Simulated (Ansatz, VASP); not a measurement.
**BN: VASP beside Ansatz**

```
CELL_PARAMETERS angstrom
1.25112 0.72234 3.37293
-1.25112 0.72234 3.37293
0.00000 -1.44467 3.37293
ATOMIC_POSITIONS crystal
N 0.66724 0.66724 0.66724
B 0.00033 0.00033 0.00033
```

Alike in both runs: task single point; functional PBE; k mesh 8 × 8 × 8; occupations fermi-dirac, width 0.05 eV; no spin polarisation.

```csv
,VASP,Ansatz
version,VASP 6.6.1,Ansatz 0.2.0
potentials or method,"VASP PAW PBE potentials, release 64 (N, B), cutoff 520 eV",all-electron PAW datasets made for the crystal
```

Ansatz gave:

- gap on the k mesh at the Fermi level (eV): 4.29
- least direct gap on the mesh (eV): 4.95
- pressure (GPa): 3.5
- largest component of the traceless stress (GPa): 1.15

Problem. What did VASP give for the same quantities?

Solution. gap on the k mesh at the Fermi level (eV): 4.29; least direct gap on the mesh (eV): 4.95; pressure (GPa): 3.6; largest component of the traceless stress (GPa): 1.41.

Ansatz ran all-electron here, so the differences hold the error of VASP's frozen core and of both bases.

A k mesh can miss the band edges. A hybrid or GW would open this gap; PBE tends to underestimate it.
